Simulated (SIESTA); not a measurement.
The system is TePb.

```xyz
8
Lattice="7.9717 0.0000 0.0000 0.0000 4.5706 0.0000 0.0000 0.0000 7.9150" Properties=species:S:1:pos:R:3 pbc="T T T"
Pb    7.9595    1.1426    1.9887
Pb    3.9737    1.1426    1.9688
Pb    3.9981    3.4279    5.9462
Pb    0.0122    3.4279    5.9263
Te    5.9875    1.1426    7.2550
Te    2.0017    1.1426    4.6175
Te    5.9701    3.4279    3.2975
Te    1.9842    3.4279    0.6600
```

The cell comes from a database or a generator and needn't be the stable form of this composition.

Base run:

| Property | Result |
| --- | --- |
| Program | SIESTA 5.4.2 |
| Functional | PBE |
| Potentials or basis | PseudoDojo 0.4 standard (PBE files) |
| Basis | DZP (energy shift 0.003 Ry; two zetas on semicore shells) |
| Grid cutoff | 500 Ry |
| Energy shift | 0.003 Ry |
| k mesh | 4 × 6 × 4 |
| Occupations | fermi-dirac, width 0.05 eV |
| Spin | no spin polarisation |

Its results: band gap on the k mesh 0.11 eV; pressure 0.4 GPa; largest force 0.008 eV/Å.

The run is repeated on the same cell with these changes: functional from PBE to PBEsol; potentials or basis from PseudoDojo 0.4 standard (PBE files) to PseudoDojo 0.4 standard (PBEsol files). What comes out?

Band gap on the k mesh 0.05 eV; pressure -1.7 GPa; largest force 0.007 eV/Å.

Caveats: spin-orbit coupling is left out, which as a rule narrows the gap of such compounds by several tenths of an eV; the basis of atomic orbitals isn't converged, which shifts pressures, moduli and gaps.
